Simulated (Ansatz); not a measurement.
input.yaml (Ansatz)

```yaml
crystal:
  lattice:
    - [2.8783155179, 0.0, 0.0]
    - [-1.439157759, 2.4926943586, 0.0]
    - [0.0, 0.0, 2.8427084702]
  atoms:
    - { symbol: B, position: [1.0, 0.0, 0.0] }
    - { symbol: B, position: [0.3333333333, 0.6666666667, 0.5] }
    - { symbol: B, position: [0.6666666667, 0.3333333333, 0.5] }
hamiltonian:
  xc: rpbe
  pseudopotentials:
    kind: paw
    azcp:
      B: "pseudopotentials/B.paw.azcp"
basis:
  ecutwfc: 420
  fft_grid_basis: typed
kpoints:
  mp_grid: { grid: [17, 17, 15], shift: [0, 0, 0] }
magnetization:
  spin_polarized: false
scf:
  occupations: { method: fermi_dirac, width: 0.1 }
output:
  write_density: true
  write_potential: true
  elf: true
  volumetric_format: npy
```

Terminal output

```
Engine: ansatz 0.2.0, x86_64-unknown-linux-gnu
Pseudopotentials: kind: paw
Pseudopotential: B, paw, valence charge 3, recommended cutoff 420 eV (normal) 
Functional definition: RPBE
  parameter kappa = 0.804
  parameter beta = 0.06672455060314922
  exchange = rpbe_x(kappa = kappa, mu = beta*pi^2/3)
  correlation = pbe_c(beta = beta)
Crystal: 3 atoms, lattice volume = 20.396 Å³
Basis set: ecut = 420 eV, 405 PW (Γ)
Bands: 9, of which v1, the nominal top of the filled ones, is band 5 counted from 1 (4 counted from 0)
Symmetry: 24 space group operations
Space group: P6/mmm (ITA 191), of the structure as read, at distance tolerance 2.7e-5 Å
k-points: 264 of 4335
Non-local potential: B, projectors of the file, l = 0: 2, l = 1: 2, l = 2: 1
PAW form: soft (Blöchl's): semilocal exchange-correlation on the pseudo side does not see the compensation charge
PAW frozen core: B, regenerated for the run's functional, and the local potential with it (the file was generated under x = pbe(κ = 0.804, μ = 0.2195149727645171), c = pbe(β = 0.06672455060314922))
PAW one-centre angular grid: B, 110 points (default); XC on 64 Gauss nodes
Initial density: superposition of atomic densities (neutral atoms: chi_scale 0, normalization atom), corrected by the library's trained network
Initial wavefunctions: pseudopotential atomic-orbital guess
Functional: x = rpbe, c = pbe(β = 0.06672455060314922)
SCF iter   1: F=—  HF=-467.978748 eV  |F-HF|=—  |Δ(HF+E_count)|=         —  Δρ=7.02e-3  dr2=5.35e-3  ethr=1.77e-3  ⟨swp⟩=4.7  Hψ=14541  notcnv=0
SCF iter   2: F=—  HF=-467.979238 eV  |F-HF|=—  |Δ(HF+E_count)|=   4.90e-4  Δρ=4.42e-3  dr2=2.54e-3  ethr=5.94e-5  ⟨swp⟩=1.0  Hψ=4488  notcnv=0
SCF iter   3: F=—  HF=-467.979228 eV  |F-HF|=—  |Δ(HF+E_count)|=   9.56e-6  Δρ=3.24e-4  dr2=7.48e-6  ethr=2.83e-5  ⟨swp⟩=1.9  Hψ=3060  notcnv=0
SCF iter   4: F=—  HF=-467.979234 eV  |F-HF|=—  |Δ(HF+E_count)|=   5.76e-6  Δρ=6.30e-5  dr2=2.70e-7  ethr=8.31e-8  ⟨swp⟩=2.3  Hψ=3544  notcnv=0
iter 5 did not close the SCF: its close was put off for the readings that it lacked (scf_convergence_deferred on its scf_iter line)
SCF iter   5: F=-467.979234 eV  HF=-467.979234 eV  |F-HF|=4.20e-10  |Δ(HF+E_count)|=   3.31e-7  Δρ=6.19e-6  dr2=4.96e-9  ethr=3.00e-9  ⟨swp⟩=2.0  Hψ=3504  notcnv=0
SCF iter   6: F=-467.979234 eV  HF=-467.979234 eV  |F-HF|=1.98e-11  |Δ(HF+E_count)|=   1.59e-9  Δρ=8.42e-7  dr2=8.15e-11  ethr=5.51e-11  ⟨swp⟩=1.6  Hψ=8432  notcnv=0
SCF 1 converged in 6 iterations: F = -467.979234 eV  dr2 = 8.15e-11
SCF converged after 6 iterations
Free energy (F): -467.979234 eV
Harris-Foulkes:  -467.979234 eV  (|F-HF|=1.98e-11)
Internal energy: -467.964647 eV  (E = F + TS)
E sigma→0 (E₀):  -467.971941 eV
Entropy (-TS):   -0.014587 eV (-4.862 meV/atom)
Fermi energy:    11.433426 eV
--- Per-component energies (eV) ---
  E_band       = 39.618415
  E_kinetic    = 141.736762
  E_local      = -29.693845  (includes V_loc(G=0)·N_el)
  E_nonlocal   = 34.486356
  E_hartree    = 6.740141
  E_xc         = -95.638286
  E_vxc        = -113.496143  (∫ρ·V_xc dr)
  E_paw        = -238.632909  (= ΣΔE_a)
  E_vpaw       = -6.894956  (= ΣTr[D̂ρ^β])
  E_aug_tail   = -0.000006  (compensation charges beyond the density's cutoff)
  E_ewald      = -286.931135
  E_core_change = -0.031725  (= ΣΔE_core)
  E_smearing   = -0.014587  (= −TS)
  E_closure    = 0.000000  (closes the sum)
  Σ components = -467.979234   (vs F -467.979234, Δ=0.00e0)
--- Band table (eV; the first three rows and the last of 264) ---
  k-point 0: bands = ["-5.3960", "7.2460", "10.4059", "10.4059", "12.3505", "12.3505", "13.4581", "20.7876", "20.8785"]
  k-point 1: bands = ["-5.3297", "6.7321", "10.4387", "10.4387", "12.4215", "12.4215", "14.0007", "20.7194", "20.9942"]
  k-point 2: bands = ["-5.1310", "5.5594", "10.5332", "10.5332", "12.6335", "12.6335", "15.2099", "20.5418", "21.3319"]
  k-point 263: bands = ["2.4909", "3.6699", "4.3770", "5.5530", "6.1356", "7.3867", "18.3744", "21.4673", "22.3936"]
```

Launched by

```sh
ansatz run input.yaml --threads 2 --pin off --max-ram 5120MiB --backend cpu --events-out ev --progress --plain --runs-dir out
```

On 2 threads of Intel(R) Xeon(R) Platinum 8375C CPU @ 2.90GHz (Ice Lake) (shared host) this took about 1.5 s of wall time and 2.8 s of CPU time.
